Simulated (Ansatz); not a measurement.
Relaxed-ion elastic tensor of CsI (CsCl type, Pm-3m) in GPa (Voigt order), plane-wave PAW r²SCAN (Ansatz code); density 4.40 g/cm³, 49.01 Å³ per atom.

```
24.2   6.2   6.2   0.0   0.0   0.0
 6.2  24.2   6.2   0.0   0.0   0.0
 6.2   6.2  24.2   0.0   0.0   0.0
 0.0   0.0   0.0   6.5   0.0   0.0
 0.0   0.0   0.0   0.0   6.5   0.0
 0.0   0.0   0.0   0.0   0.0   6.5
```

Q: Is the crystal mechanically stable?

A: Yes: the smallest eigenvalue of C is 6.5 GPa.

Q: Work out the Voigt, Reuss and Hill averages.

A: K_V = 12.2, K_R = 12.2, K_H = 12.2; G_V = 7.5, G_R = 7.3, G_H = 7.4 GPa.

Q: Give Young's modulus, Poisson's ratio, Pugh's ratio and the universal anisotropy index.

A: E = 9KG/(3K + G) = 18.5 GPa; ν = 0.25; K/G = 1.64 (brittle by the Pugh limit of 1.75); A_U = 5G_V/G_R + K_V/K_R − 6 = 0.12.

Q: Estimate the sound speeds and the Debye temperature.

A: v_l = √((K + 4G/3)/ρ) = 2240 m/s, v_t = √(G/ρ) = 1300 m/s, mean 1440 m/s; Θ = (h/k)(3n/4πV)^(1/3) v_m = 117 K.

Q: Give the Zener ratio and Young's modulus along [100], [110] and [111].

A: A = 2C44/(C11 − C12) = 0.73; 1/E = S11 − 2(S11 − S12 − S44/2)Γ with Γ = 0, 1/4, 1/3 gives 21.7, 17.7, 16.6 GPa.

Q: Solve the Christoffel equation for the three sound speeds along [100], [110], [111].

A: Eigenvalues of C_ijkl n_j n_l equal ρv². In km/s, slowest first: [100] 1.22, 1.22, 2.34; [110] 1.22, 1.43, 2.22; [111] 1.36, 1.36, 2.18.

The r²SCAN relaxation kept the symmetry of its start; phonons on a q-mesh show no instability. Scalar-relativistic: spin–orbit coupling is off unless named, which matters more the heavier the elements.

Potentials: the later of the program's two PAW sets.
